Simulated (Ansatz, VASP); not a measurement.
# Two plane-wave programs on Cu4O

INCAR

```
SYSTEM = Cu4O
PREC = Accurate ; ENCUT = 520
EDIFF = 1E-6 ; ISMEAR = 0
SIGMA = 0.1 ; LREAL = .False.
LASPH = .True. ; NELM = 150
ALGO = Normal ; ISIF = 2
LWAVE = .False. ; LCHARG = .False.
ISPIN = 2 ; MAGMOM = 1 1 1 1 0
LORBIT = 11 ; LMAXMIX = 4
GGA = PE ; NBANDS = 37
```

The input KPOINTS:

```
Automatic mesh
0
Gamma
  4 4 4
  0 0 0
```

File POSCAR:

```
Cu4O
1.0
   -2.7169231800      2.7169231800      2.7169231800
    2.7169231800     -2.7169231800      2.7169231800
    2.7169231800      2.7169231800     -2.7169231800
Cu O
4 1
Direct
    0.0000000000      0.0000000000      0.7463128600
    0.7463128600      0.0000000000      0.0000000000
    0.0000000000      0.7463128600      0.0000000000
    0.2536871400      0.2536871400      0.2536871400
    0.0000000000      0.0000000000      0.0000000000
```

Input for Ansatz:

```yaml
crystal:
  lattice:
    - [-2.71692318, 2.71692318, 2.71692318]
    - [2.71692318, -2.71692318, 2.71692318]
    - [2.71692318, 2.71692318, -2.71692318]
  atoms:
    - { symbol: Cu, position: [0.0, 0.0, 0.74631286], spin: 1.0 }
    - { symbol: Cu, position: [0.74631286, 0.0, 0.0], spin: 1.0 }
    - { symbol: Cu, position: [0.0, 0.74631286, 0.0], spin: 1.0 }
    - { symbol: Cu, position: [0.25368714, 0.25368714, 0.25368714], spin: 1.0 }
    - { symbol: O, position: [0.0, 0.0, 0.0] }
basis:
  ecutwfc: 420
kpoints:
  mp_grid: { grid: [4, 4, 4] }
hamiltonian:
  xc: pbe
scf:
  occupations: { method: gaussian, width: 0.1 }
  lower_state_search: "off"
output:
  forces: true
  stress: true
  eigenvalues: true
  populations: true
magnetization:
  spin_polarized: true
```

Change from the starting cell: species swapped into the H4C type (I-43m, No. 217).

Alike in both runs: task single point; functional PBE; k mesh 4 × 4 × 4; occupations gaussian, width 0.1 eV; collinear spin.

|  | VASP | Ansatz |
| --- | --- | --- |
| version | VASP 6.6.1 | Ansatz 0.2.0 |
| potentials or method | VASP PAW PBE potentials, release 64 (Cu, O) | scalar-relativistic, plane waves, PAW |
| plane-wave cutoff (eV) | 520 | 420 |
| valence electrons in the cell | 50 | 82 |

Ansatz gave:

* gap on the k mesh at the Fermi level (eV): none
* rms of the force components (eV/Å): 41.425
* net moment per atom (μB): 0.00

**Question.** Estimate VASP's values.

**Answer.** gap on the k mesh at the Fermi level (eV): none; rms of the force components (eV/Å): 39.452; net moment per atom (μB): 0.00.

Atom by atom the forces differ by 1.973 eV/Å (rms over components). A gap of «none» marks a metal or a gap that the smearing closes. The two sets of potentials don't hold the same shells in valence. Ansatz warned: «filled_band_counts_differ_across_k_points».

Caveats: the k mesh is coarse (spacing up to 0.41 Å⁻¹), so the values aren't converged; semilocal functionals often make such compounds metallic where correlation or magnetic order opens a gap, which also shifts bond lengths; forces of over 1 eV/Å show positions far from the minimum, so gaps and moduli don't describe the material at rest.
